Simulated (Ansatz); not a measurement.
Input of an Ansatz 0.2.0 run:

Contents of input.yaml:

```yaml
crystal:
  lattice:
    - [5.175256, 0.0, 0.0]
    - [0.0, 5.175256, 0.0]
    - [0.0, 0.0, 5.175256]
  atoms:
    - { symbol: Sn, position: [0.0, 0.0, 0.0] }
    - { symbol: Sn, position: [0.5, 0.0, 0.5] }
    - { symbol: Sn, position: [0.5, 0.5, 0.0] }
    - { symbol: Sn, position: [0.0, 0.5, 0.5] }
    - { symbol: O, position: [0.661098, 0.838902, 0.161098] }
    - { symbol: O, position: [0.838902, 0.161098, 0.661098] }
    - { symbol: O, position: [0.161098, 0.661098, 0.838902] }
    - { symbol: O, position: [0.338902, 0.338902, 0.338902] }
    - { symbol: O, position: [0.661098, 0.661098, 0.661098] }
    - { symbol: O, position: [0.838902, 0.338902, 0.161098] }
    - { symbol: O, position: [0.161098, 0.838902, 0.338902] }
    - { symbol: O, position: [0.338902, 0.161098, 0.838902] }
hamiltonian:
  xc: pbesol
  pseudopotentials: { kind: paw }
kpoints:
  mp_grid: { grid: [5, 5, 5] }
scf:
  occupations: { method: fermi_dirac, width: 0.05 }
output:
  forces: true
  stress: true
  eigenvalues: true
relax:
  f_tol: 0.01
  max_steps: 40
  cell: { stress_tol: 0.05 }
```

Potentials or basis: Ansatz PAW.

Launch:

```sh
$ ansatz run input.yaml --threads 4 --pin off --max-ram 11264MiB --backend cpu --events-out ev --progress --plain --runs-dir out
```

Q: What does it give for the relaxed volume?

A: 11.14 Å³/atom.

Q: Estimate the space group after relaxing (to 0.05 Å).

A: Pa-3 (No. 205).

Q: Predict the relaxed cell.

A: a = 5.113 Å, b = 5.113 Å, c = 5.113 Å, α = 90.00°, β = 90.00°, γ = 90.00°.

Q: Estimate the band gap on the k mesh.

A: 0.85 eV, indirect (least direct gap 0.92 eV).

Final structure:
```
CELL_PARAMETERS angstrom
5.11253 0.00000 0.00000
0.00000 5.11253 0.00000
0.00000 0.00000 5.11253
ATOMIC_POSITIONS crystal
Sn 0.00000 0.00000 0.00000
Sn 0.50000 0.00000 0.50000
Sn 0.50000 0.50000 0.00000
Sn 0.00000 0.50000 0.50000
O 0.66066 0.83934 0.16066
O 0.83934 0.16066 0.66066
O 0.16066 0.66066 0.83934
O 0.33934 0.33934 0.33934
O 0.66066 0.66066 0.66066
O 0.83934 0.33934 0.16066
O 0.16066 0.83934 0.33934
O 0.33934 0.16066 0.83934
```

Caveat: odd divisions of the mesh miss points on the zone boundary, where band edges often lie, so the gap on the mesh can be too wide; the plane-wave basis is chosen anew once the cell has moved, so the energies of steps on either side of that aren't comparable; the pressure holds a Pulay correction of +1.0 GPa for the finite cutoff; spin-orbit coupling is left out, which moves the levels of the heavy elements; the PAW data sets come from PBE, with cores solved anew for the run's functional, which leaves a small shift of forces and pressure. A k mesh can miss the band edges.
